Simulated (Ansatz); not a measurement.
Runs of Ansatz 0.2.0 on CaO. Symmetry: Fm-3m, No. 225, cubic system. The conventional cell has a = 4.807 Å, b = 4.807 Å, c = 4.807 Å, α = 90.00°, β = 90.00°, γ = 90.00°. Ca (site symmetry m-3m) is surrounded by 6 O at 2.40 Å. O (site symmetry m-3m) has 6 Ca at 2.40 Å as nearest neighbours. The cell is a database's computed one.

```tsv
task	level	potentials or basis	cell	k mesh	cutoff (eV)	smearing	other keys	mesh quality	gap on the mesh (eV)	pressure (GPa)
relaxation of cell and atoms	revPBE+D3(BJ)-ATM	JTH PAW	relaxed	10 × 10 × 10	1380	fermi-dirac 0.05 eV	hamiltonian.dispersion = d3bjatm; hamiltonian.xc = revpbe; …	not flagged	3.73	0.0
single point	BHLYP	Ansatz PAW earlier set	as given	6 × 6 × 6	700	fermi-dirac 0.1 eV	basis.ecutwfc = 700 eV; scf.eigensolver.kind = davidson; …	not flagged	8.68	(c)
single point	wPBEh	Ansatz PAW	as given	5 × 5 × 5	420	fixed	-	coarse	5.47	(d)
projected density of states	HISS	Ansatz PAW	as given	6 × 6 × 6	420	methfessel-paxton 0.1 eV	-	not flagged	6.19	(a)
atomic charges	PBEsol+D3(BJ)	Ansatz PAW earlier set	as given	10 × 10 × 10	900	tetrahedron	-	not flagged	3.55	-5.9
electrostatic potential	BLYP+D3(BJ)-ATM	JTH PAW	as given	10 × 10 × 10	1380	fermi-dirac 0.05 eV	-	not flagged	3.75	(b)
```

Alike in all rows: no spin polarisation.

Task: Estimate the missing entries.

Result: (a) -1.6; (b) -2.7; (c) -0.4; (d) -0.7.

Caveats: some runs use coarse meshes; the PAW data sets come from PBE, with cores solved anew for the run's functional, which leaves a small shift of forces and pressure (some runs); the thresholds are loose for stress (some runs); the plane-wave basis is chosen anew once the cell has moved, so the energies of steps on either side of that aren't comparable (some runs); the pressure holds a Pulay correction of +3.2 GPa for the finite cutoff (some runs); the cutoff lies under the one recommended for these potentials (some runs); odd divisions of the mesh miss points on the zone boundary, where band edges often lie, so the gap on the mesh can be too wide (some runs); with tetrahedron occupations forces and stress needn't match the slope of the energy (some runs).

A k mesh can miss the band edges.

Runs at the PBE level aren't shown here.
